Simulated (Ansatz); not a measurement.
SnO in the rocksalt structure, relaxed with r2SCAN, was run in Ansatz under altered settings. All numbers are computed, without spin polarisation but where a row says otherwise.

```xyz
2
Lattice="0.0000 2.5370 2.5370 2.5370 0.0000 2.5370 2.5370 2.5370 0.0000" Properties=species:S:1:pos:R:3 pbc="T T T"
Sn    0.0000    0.0000    0.0000
O     2.5370    2.5370    2.5370
```

The base run's other keys:
```yaml
kpoints:
  mp_grid: { grid: [4, 4, 4] }
hamiltonian:
  xc: hse06
scf:
  occupations: { method: fixed }
  n_extra_bands: 4
```

It takes 14 iterations with 609 plane waves at 420 eV and 8 k points, and leaves a mean stress of -1.20 GPa. The gap over this mesh is 1.285 eV.

Outcomes, with energy and stress as changes against the base:
```tsv
setting	outcome	ΔF (meV/atom)	Δ mean stress (GPa)	gap on the mesh (eV)	iterations
PBE hybrid, exx coeff 0.2, unscreened	converged	–	+0.6	1.684	13
hamiltonian.xc: wpbeh	converged	–	+0.9	1.272	13
PBE hybrid, exx coeff 0.75, omega 0.1 1/Å	converged	–	-6.0	1.457	20
PBE hybrid, exx coeff 1.5, unscreened	refused	–	–	–	–
scf.occupations: cold 0.05	converged	0.0	0.0	1.285	13
hamiltonian.pseudopotentials: nc (cutoff then 1240 eV)	converged	–	+1.2	1.301	18
```
A dash marks a value that wasn't obtained or can't be compared. Stress is positive in compression.

- PBE hybrid, exx coeff 0.2, unscreened. That is 20 % exact exchange, at all ranges, against HSE06's 25 % screened at 0.208 1/Å. The mean stress moves by +0.6 GPa and the gap on the mesh by +0.399 eV (to 1.684). Totals of different functionals aren't comparable.
- hamiltonian.xc: wpbeh. The mean stress moves by +0.9 GPa and the gap on the mesh by -0.013 eV (to 1.272). It's another functional on the same cell, so totals aren't comparable.
- PBE hybrid, exx coeff 0.75, omega 0.1 1/Å. That is 75 % exact exchange, screened with ω = 0.1 1/Å, against HSE06's 25 % screened at 0.208 1/Å. The mean stress moves by -6.0 GPa and the gap on the mesh by +0.171 eV (to 1.457). Totals of different functionals aren't comparable. The program warns that on this mesh the truncation of the exchange isn't bounded, so part of the change can be an error of the mesh.
- PBE hybrid, exx coeff 1.5, unscreened. The program doesn't start. Error: invalid value for `hamiltonian.xc.exx.coeff`: must be finite and in (0, 1]; got 1.5
- hamiltonian.pseudopotentials: nc. Another set of potentials replaces the default one; the cutoff becomes 1240 eV and the cell holds 20 electrons (base 20). The mean stress moves by +1.2 GPa and the gap on the mesh by +0.016 eV (to 1.301). Totals and absolute levels hang on the potentials; gap and stress can be compared.

Within 1 meV an atom, 0.1 GPa and 0.005 eV of the base stay: scf.occupations: cold 0.05.

Spin-orbit coupling is left out, which matters wherever the heavy atoms make up the band edges.

The stress of a hybrid is loosely converged in these runs.

The meshes of the hybrids are coarse, so their gaps aren't converged to the digits shown.
